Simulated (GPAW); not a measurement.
# Ga (C2/c) in GPAW: a series of runs

One crystal, Ga, is run at these levels: PBE; tasks: single point.

All numbers are computed with GPAW 26.7.0; they aren't measurements. Logs are shortened: lines on timing, memory, paths and dates and some standing lists are left out, and cuts for length are marked. The log counts tension as positive stress, the text compression.

## Step 1: Starting point

The structure is monoclinic, space group C2/c (No. 15). The conventional cell has a = 2.766 Å, b = 8.053 Å, c = 3.332 Å, α = 90.00°, β = 92.02°, γ = 90.00°. Around Ga (site symmetry 2) lie 8 Ga at 2.69 to 2.92 Å.

This isn't the form of Ga at room conditions, which is orthorhombic.

## Step 2: Single point, PBE

The input, Ga.cif:

```cif
data_Ga
_cell_length_a 4.25739254
_cell_length_b 4.25739254
_cell_length_c 3.33200000
_cell_angle_alpha 90.65606878
_cell_angle_beta 90.65606878
_cell_angle_gamma 142.08742242
_space_group_name_H-M_alt 'P1'
_space_group_name_Hall 'P 1'
_space_group_IT_number 1
loop_
_space_group_symop_operation_xyz
'x,y,z'
loop_
_atom_site_label
_atom_site_type_symbol
_atom_site_symmetry_multiplicity
_atom_site_Wyckoff_symbol
_atom_site_fract_x
_atom_site_fract_y
_atom_site_fract_z
_atom_site_occupancy
Ga1 Ga 1 a 0.1310000000 0.8690000000 0.7500000000 1
Ga2 Ga 1 a 0.8690000000 0.1310000000 0.2500000000 1
```

Potentials or basis: GPAW PAW data sets (gpaw-data 1.2.1), pw.

Started as:

```
$ OMP_NUM_THREADS=1 gpaw run Ga.cif -p 'mode=PW(600),xc=PBE,kpts={size:(10,10,8),gamma:True},occupations={name:fermi-dirac,width:0.05},nbands=10,convergence={density:1e-05,energy:1e-05},maxiter=150,txt=gpaw.txt' --properties efs -w gs.gpw
```

Log:

```text
__  _  _
 | _ |_)|_||  |
 |__||  | ||/\| - 26.7.0

Input parameters:
  mode=PW(ecut=600.0),
  convergence={'density': 1e-05, 'energy': 1e-05},
  kpts=MonkhorstPack(size=[10, 10, 8], gamma=True),
  maxiter=150,
  nbands=10,
  occupations=Occupations(name='fermi-dirac', width=0.05),
  xc=XC(name='PBE')

Diagonalizing LCAO Hamiltonian
Converting LCAO to pw mode

         Ga

                     Ga

Atoms  # Å, Bohr magnetons
|   | symbol |         x |        y |        z |    initial magnetic moments |
|---|--------|-----------|----------|----------|-----------------------------|
| 0 |     Ga | -2.389751 | 2.189987 | 2.497447 | ( 0.0000,  0.0000,  0.0000) |
| 1 |     Ga |  3.250124 | 0.314925 | 0.832482 | ( 0.0000,  0.0000,  0.0000) |

Unit cell  # Å
| periodic |         x |         y |        z |  lengths |     angles |
|----------|-----------|-----------|----------|----------|------------|
|      yes |  4.257393 |  0.000000 | 0.000000 | 4.257393 |  90.656069 |
|      yes | -3.358867 |  2.615991 | 0.000000 | 4.257393 |  90.656069 |
|      yes | -0.038152 | -0.111078 | 3.329929 | 3.332000 | 142.087422 |

Number of symmetries: 2
Symmetry operations  # r_c * U_cc + t_c -> r_c
|   | kind |            matrix            |
|---|------|------------------------------|
| 0 |  E   |  1, 0, 0,  0, 1, 0,  0, 0, 1 |
| 1 |  i   | -1, 0, 0,  0,-1, 0,  0, 0,-1 |

BZ-sampling:
  Number of BZ points: 800
  Number of IBZ points: 404

  Monkhorst-Pack size: [10, 10, 8]
  Monkhorst-Pack shift: [0.05, 0.05, 0.0625]

K-points  # in reciprocal-cell coordinates
|     |                                coordinates |     weight |
|-----|--------------------------------------------|------------|
|   0 | (  0.00000000,   0.00000000,   0.00000000) | 0.00125000 |
|   1 | (  0.00000000,   0.00000000,   0.12500000) | 0.00250000 |
|   2 | (  0.00000000,   0.00000000,   0.25000000) | 0.00250000 |
|   3 | (  0.00000000,   0.00000000,   0.37500000) | 0.00250000 |
|   4 | (  0.00000000,   0.00000000,   0.50000000) | 0.00125000 |
|   5 | (  0.00000000,   0.10000000,  -0.37500000) | 0.00250000 |
|   6 | (  0.00000000,   0.10000000,  -0.25000000) | 0.00250000 |
|   7 | (  0.00000000,   0.10000000,  -0.12500000) | 0.00250000 |
|   8 | (  0.00000000,   0.10000000,   0.00000000) | 0.00250000 |
|   9 | (  0.00000000,   0.10000000,   0.12500000) | 0.00250000 |
| ... |                                            |            |
| 403 | (  0.50000000,   0.50000000,   0.50000000) | 0.00125000 |

Plane wave coefficients: 1265
Cutoff: 600.0 eV

Spin-components: 1 (collinear spins)
Bands:           10
Projectors:      10
Spin-degeneracy: 2
Datatype:        complex128

Parallelization:
  kpt:    1
  domain: 1
  band:   1

Density:
  Valence electrons: 6.0
  Components: 1
  Grid points: [25 25 20]
  Charge: 0.0  # |e|

Potential:
  Grid points: [25 25 20]

species:
  Ga:
    name:    Gallium
    Z:       31.0
    valence: 3
    core:    28
    charge:  0.0  # [|e|]
    compensation charges:
      type: gauss
      rc: 0.37  # [Å]
      lmax: 2
    cutoffs:
      filter: 2.06  # [Å]
      core: 4.17  # [Å]
    projectors
    | kind |    occ | energy [eV] | rcut [Å] |
    |------|--------|-------------|----------|
    |   4s |  2.000 |      -8.945 |    1.164 |
    |   4p |  1.000 |      -2.580 |    1.164 |
    |    s |        |      18.266 |    1.164 |
    |    p |        |      24.631 |    1.164 |
    |    d |        |       0.000 |    1.164 |

    Using partial waves for Ga as LCAO basis

Reference energy: -105769.343058  # eV

eigensolver:
  PPCG
  Converge bands: occupied
  niter=2

density mixing:
  MSR1-Mixer
  Pratt-step length: 0.05
  Maximum mixing coefficient: 0.75
  Old densities: 10
  SVD Regularization: 0.005
  Good broyden scale: 1.0
  Trust region scale: 1.0
  Backstep threshold: 4.0
  History deletion threshold: 6.0
  Fourier metric: weight=20.0, sigma=0.015

occupation numbers:
  Fermi-Dirac:
    width: 0.0500  # eV

poisson solver:
  ecut: 4800.0  # eV

xc functional:
  name: PBE with 2 nearest neighbor stencil

convergence criteria:
- Maximum integral of absolute [dens]ity change: 1e-05 electrons / valence electron
- Maximum [total energy] change in last 3 cyles: 1e-05 eV / valence electron
- Maximum integral of absolute [eigenst]ate change: 4e-08 eV^2 / valence electron
maximum number of iterations: 150

SCF iterations
|iter     | |      energy | eigst |  dens |
|---------|-|-------------|-------|-------|
|iter:   1| |   -5.797456 | -0.92 |       |
|iter:   2| |   -5.796639 | -3.26 | -1.05 |
|iter:   3| |   -5.786924 | -3.55 | -1.07 |
|iter:   4| |   -5.786596 | -4.31 | -1.59 |
|iter:   5| |   -5.786615 | -5.71 | -2.64 |
|iter:   6| |   -5.786617c| -6.65 | -3.13 |
|iter:   7| |   -5.786617c| -7.72c| -4.10 |
|iter:   8| |   -5.786617c| -8.18c| -4.57 |
|iter:   9| |   -5.786617c| -9.66c| -5.92c|

Converged in 9 steps
Energy contributions relative to reference atoms: (reference = -105769.343058)

Energy contributions:
  Kinetic:          19.216741
  Coulomb:         -15.324026
  Zero:              0.023136
  External:          0.000000
  Xc:               -9.699663
  Entropy:          -0.005609
  Spinorbit:         0.000000
  ----------------------------
  Free energy:      -5.789421
  Extrapolated:     -5.786617

dipole moment: (-0.000013, -0.000037, -0.000049)  # |e|*Ang

Fermi level: 6.318
Eigenvalues  # (at kpt = [0.000, 0.000, 0.000])
| band index |      eig [eV] | occ [0-2] |
|------------|---------------|-----------|
|          0 |        -4.897 |     2.000 |
|          1 |         4.235 |     2.000 |
|          2 |         4.694 |     2.000 |
|          3 |         7.978 |     0.000 |
|          4 |        11.754 |     0.000 |
|          5 |        16.040 |     0.000 |
|          6 |        16.568 |     0.000 |
|          7 |        16.755 |     0.000 |
|          8 |        17.093 |     0.000 |
|          9 |        19.096 |     0.000 |

No gap
No difference between direct/indirect transitions

Forces  # eV/Ang
|        x |        y |        z |
|----------|----------|----------|
|  0.20411 | -0.07011 |  0.00000 |  # Ga   0
| -0.20411 |  0.07011 | -0.00000 |  # Ga   1

Stress tensor  # eV/Ang^3
|         x |         y |         z |
|-----------|-----------|-----------|
| -0.014953 | -0.000949 | -0.000929 |
| -0.000949 | -0.017391 | -0.002706 |
| -0.000929 | -0.002706 | -0.005701 |

# Writing to gs.gpw (mode='')
```

Wall time 75 s (1 thread of Arm Neoverse V1, shared host); peak memory 0.31 GiB.

Results:

```yaml
Free_energy: -5.7894 eV
Pressure: 2.0 GPa
Largest_force: 0.216 eV/Å
Band_gap_on_the_k_mesh: none (metal or under the smearing width)
```

Forces in eV/Å, atoms in the order of the input:
```
Ga   0.204 -0.070  0.000
Ga  -0.204  0.070  0.000
```

Levels at points of the mesh, in eV from the Fermi level:
| k point | band 1 | band 2 | band 3 | band 4 | band 5 | band 6 |
| --- | --- | --- | --- | --- | --- | --- |
| (0.00, 0.00, 0.00) | -11.22 | -2.08 | -1.62 | 1.66 | 5.44 | 9.72 |
| (0.00, 0.00, 0.50) | -7.80 | -7.80 | 1.70 | 1.70 | 2.47 | 2.47 |
| (0.00, 0.50, 0.00) | -6.12 | -5.03 | -1.34 | 0.01 | 5.83 | 6.64 |
| (0.00, 0.50, 0.50) | -2.86 | -2.85 | -1.65 | -1.51 | 1.77 | 2.32 |
| (0.50, 0.00, 0.00) | -6.12 | -5.03 | -1.34 | 0.01 | 5.83 | 6.64 |
| (0.50, 0.00, 0.50) | -2.86 | -2.85 | -1.65 | -1.51 | 1.77 | 2.32 |
| (0.50, 0.50, 0.00) | -9.11 | -8.59 | 4.03 | 4.60 | 5.85 | 6.08 |
| (0.50, 0.50, 0.50) | -6.09 | -6.09 | -4.40 | -4.40 | 10.86 | 10.86 |

Caveat: the program warned that so skewed a cell can give wrong results.

## Step 3: Single point, PBE (strain = -0.04)

The input, run.py:

```python
from ase.dft.bandgap import bandgap
from ase.io import read, write
from ase.units import Bohr, GPa
from gpaw import GPAW, PW
from gpaw.elf import elf_from_dft_calculation

atoms = read('POSCAR')

calc = GPAW(mode=PW(600),
            xc='PBE',
            kpts={'size': (10, 10, 8), 'gamma': True},
            occupations={'name': 'fermi-dirac', 'width': 0.05},
            nbands=10,
            convergence={'density': 1e-05, 'energy': 1e-05},
            maxiter=150,
            txt='gpaw.txt')
atoms.calc = calc
energy = atoms.get_potential_energy()
forces = atoms.get_forces()
stress = atoms.get_stress()
calc.write('gs.gpw')
write('result.traj', atoms)
print(f'Energy: {energy:.6f} eV')
print('Forces (eV/A):')
print(forces.round(4))
print('Stress (GPa):', (stress / GPa).round(3))
print('Fermi level:', round(calc.get_fermi_level(), 4), 'eV')
print(f'Gap: {bandgap(calc)[0]:.4f} eV, direct: {bandgap(calc, direct=True)[0]:.4f} eV')

# fields on the real-space grid
write('density.cube', atoms, data=calc.get_pseudo_density() * Bohr**3)
write('potential.cube', atoms, data=calc.get_electrostatic_potential())
write('elf.cube', atoms, data=elf_from_dft_calculation(calc).data)
```

The input, POSCAR:

```
Ga
1.0
    1.3830000000     -4.0265000000      0.0000000000
    1.3830000000      4.0265000000      0.0000000000
   -0.1174474948      0.0000000000      3.1967322639
Ga
2
Direct
    0.1310000000      0.8690000000      0.7500000000
    0.8690000000      0.1310000000      0.2500000000
```

Potentials or basis: GPAW PAW data sets (gpaw-data 1.2.1), pw.

Started as:

```
$ OMP_NUM_THREADS=1 python run.py
```

gpaw.txt:

```text
__  _  _
 | _ |_)|_||  |
 |__||  | ||/\| - 26.7.0

Input parameters:
  mode=PW(ecut=600.0),
  convergence={'density': 1e-05, 'energy': 1e-05},
  kpts=MonkhorstPack(size=(10, 10, 8), gamma=True),
  maxiter=150,
  nbands=10,
  occupations=Occupations(name='fermi-dirac', width=0.05),
  xc=XC(name='PBE')

Diagonalizing LCAO Hamiltonian
Converting LCAO to pw mode

           Ga

       Ga

Atoms  # Å, Bohr magnetons
|   | symbol |        x |         y |        z |    initial magnetic moments |
|---|--------|----------|-----------|----------|-----------------------------|
| 0 |     Ga | 1.294914 |  2.971557 | 2.397549 | ( 0.0000,  0.0000,  0.0000) |
| 1 |     Ga | 1.353638 | -2.971557 | 0.799183 | ( 0.0000,  0.0000,  0.0000) |

Unit cell  # Å
| periodic |         x |         y |        z |  lengths |     angles |
|----------|-----------|-----------|----------|----------|------------|
|      yes |  1.383000 | -4.026500 | 0.000000 | 4.257393 |  90.683370 |
|      yes |  1.383000 |  4.026500 | 0.000000 | 4.257393 |  90.683370 |
|      yes | -0.117447 |  0.000000 | 3.196732 | 3.198889 | 142.087422 |

Number of symmetries: 2
Symmetry operations  # r_c * U_cc + t_c -> r_c
|   | kind |            matrix            |
|---|------|------------------------------|
| 0 |  E   |  1, 0, 0,  0, 1, 0,  0, 0, 1 |
| 1 |  i   | -1, 0, 0,  0,-1, 0,  0, 0,-1 |

BZ-sampling:
  Number of BZ points: 800
  Number of IBZ points: 404

  Monkhorst-Pack size: [10, 10, 8]
  Monkhorst-Pack shift: [0.05, 0.05, 0.0625]

K-points  # in reciprocal-cell coordinates
|     |                                coordinates |     weight |
|-----|--------------------------------------------|------------|
|   0 | (  0.00000000,   0.00000000,   0.00000000) | 0.00125000 |
|   1 | (  0.00000000,   0.00000000,   0.12500000) | 0.00250000 |
|   2 | (  0.00000000,   0.00000000,   0.25000000) | 0.00250000 |
|   3 | (  0.00000000,   0.00000000,   0.37500000) | 0.00250000 |
|   4 | (  0.00000000,   0.00000000,   0.50000000) | 0.00125000 |
|   5 | (  0.00000000,   0.10000000,  -0.37500000) | 0.00250000 |
|   6 | (  0.00000000,   0.10000000,  -0.25000000) | 0.00250000 |
|   7 | (  0.00000000,   0.10000000,  -0.12500000) | 0.00250000 |
|   8 | (  0.00000000,   0.10000000,   0.00000000) | 0.00250000 |
|   9 | (  0.00000000,   0.10000000,   0.12500000) | 0.00250000 |
| ... |                                            |            |
| 403 | (  0.50000000,   0.50000000,   0.50000000) | 0.00125000 |

Plane wave coefficients: 1212
Cutoff: 600.0 eV

Spin-components: 1 (collinear spins)
Bands:           10
Projectors:      10
Spin-degeneracy: 2
Datatype:        complex128

Parallelization:
  kpt:    1
  domain: 1
  band:   1

Density:
  Valence electrons: 6.0
  Components: 1
  Grid points: [25 25 20]
  Charge: 0.0  # |e|

Potential:
  Grid points: [25 25 20]

species:
  Ga:
    name:    Gallium
    Z:       31.0
    valence: 3
    core:    28
    charge:  0.0  # [|e|]
    compensation charges:
      type: gauss
      rc: 0.37  # [Å]
      lmax: 2
    cutoffs:
      filter: 2.06  # [Å]
      core: 4.17  # [Å]
    projectors
    | kind |    occ | energy [eV] | rcut [Å] |
    |------|--------|-------------|----------|
    |   4s |  2.000 |      -8.945 |    1.164 |
    |   4p |  1.000 |      -2.580 |    1.164 |
    |    s |        |      18.266 |    1.164 |
    |    p |        |      24.631 |    1.164 |
    |    d |        |       0.000 |    1.164 |

    Using partial waves for Ga as LCAO basis

Reference energy: -105769.343058  # eV

eigensolver:
  PPCG
  Converge bands: occupied
  niter=2

density mixing:
  MSR1-Mixer
  Pratt-step length: 0.05
  Maximum mixing coefficient: 0.75
  Old densities: 10
  SVD Regularization: 0.005
  Good broyden scale: 1.0
  Trust region scale: 1.0
  Backstep threshold: 4.0
  History deletion threshold: 6.0
  Fourier metric: weight=20.0, sigma=0.015

occupation numbers:
  Fermi-Dirac:
    width: 0.0500  # eV

poisson solver:
  ecut: 4800.0  # eV

xc functional:
  name: PBE with 2 nearest neighbor stencil

convergence criteria:
[... 6 lines left out ...]
|iter     | |      energy | eigst |  dens |
|---------|-|-------------|-------|-------|
|iter:   1| |   -5.775541 | -0.88 |       |
|iter:   2| |   -5.774826 | -3.21 | -1.05 |
|iter:   3| |   -5.765676 | -3.58 | -1.07 |
|iter:   4| |   -5.765337 | -4.25 | -1.58 |
|iter:   5| |   -5.765350 | -5.74 | -2.66 |
|iter:   6| |   -5.765352c| -6.68 | -3.15 |
|iter:   7| |   -5.765352c| -7.53c| -4.12 |
|iter:   8| |   -5.765352c| -8.17c| -4.59 |
|iter:   9| |   -5.765352c| -9.66c| -5.89c|

Converged in 9 steps
Energy contributions relative to reference atoms: (reference = -105769.343058)

Energy contributions:
  Kinetic:          23.257467
  Coulomb:         -18.608117
  Zero:              0.024432
  External:          0.000000
  Xc:              -10.436929
  Entropy:          -0.004411
  Spinorbit:         0.000000
  ----------------------------
  Free energy:      -5.767557
  Extrapolated:     -5.765352

dipole moment: (-0.000039, 0.000000, -0.000047)  # |e|*Ang

Fermi level: 6.800
Eigenvalues  # (at kpt = [0.000, 0.000, 0.000])
| band index |      eig [eV] | occ [0-2] |
|------------|---------------|-----------|
|          0 |        -4.790 |     2.000 |
|          1 |         4.322 |     2.000 |
|          2 |         5.079 |     2.000 |
|          3 |         9.143 |     0.000 |
|          4 |        12.896 |     0.000 |
|          5 |        16.198 |     0.000 |
|          6 |        16.910 |     0.000 |
|          7 |        17.809 |     0.000 |
|          8 |        18.113 |     0.000 |
|          9 |        19.238 |     0.000 |

No gap
No difference between direct/indirect transitions

Forces  # eV/Ang
|        x |        y |        z |
|----------|----------|----------|
|  0.00000 | -0.27299 |  0.00000 |  # Ga   0
| -0.00000 |  0.27299 | -0.00000 |  # Ga   1

Stress tensor  # eV/Ang^3
|         x |         y |         z |
|-----------|-----------|-----------|
| -0.033545 | -0.000000 | -0.001533 |
| -0.000000 | -0.030376 |  0.000000 |
| -0.001533 |  0.000000 | -0.023836 |

# Writing to gs.gpw (mode='')
```

It took 62 s on 1 thread of Arm Neoverse V2, shared host; peak memory 0.3 GiB.

Results:

- Free energy: -5.7676 eV
- Pressure: 4.7 GPa
- Largest force: 0.273 eV/Å
- Band gap on the k mesh: none (metal or under the smearing width)

Forces on the atoms (eV/Å):
```
Ga   0.000 -0.273  0.000
Ga   0.000  0.273  0.000
```

Stress tensor (GPa, compression positive):
```
5.37 0.00 0.25
0.00 4.87 0.00
0.25 0.00 3.82
```

Levels at points of the mesh, in eV from the Fermi level:
```
           k point  band 1  band 2  band 3  band 4  band 5  band 6
(0.00, 0.00, 0.00)  -11.59   -2.48   -1.72    2.34    6.10    9.40
(0.00, 0.00, 0.50)   -7.85   -7.85    1.65    1.65    2.37    2.37
(0.00, 0.50, 0.00)   -6.50   -5.38   -1.68   -0.24    6.33    6.94
(0.00, 0.50, 0.50)   -2.97   -2.89   -1.68   -1.47    1.65    2.25
(0.50, 0.00, 0.00)   -6.50   -5.38   -1.68   -0.24    6.33    6.94
(0.50, 0.00, 0.50)   -2.97   -2.89   -1.68   -1.47    1.65    2.25
(0.50, 0.50, 0.00)   -9.48   -8.95    4.72    5.31    6.68    6.84
(0.50, 0.50, 0.50)   -6.03   -6.03   -4.60   -4.60   10.81   10.81
```

Caveat: the density grid can change from cell to cell, which puts small steps into energies and stress; the program warned that so skewed a cell can give wrong results.
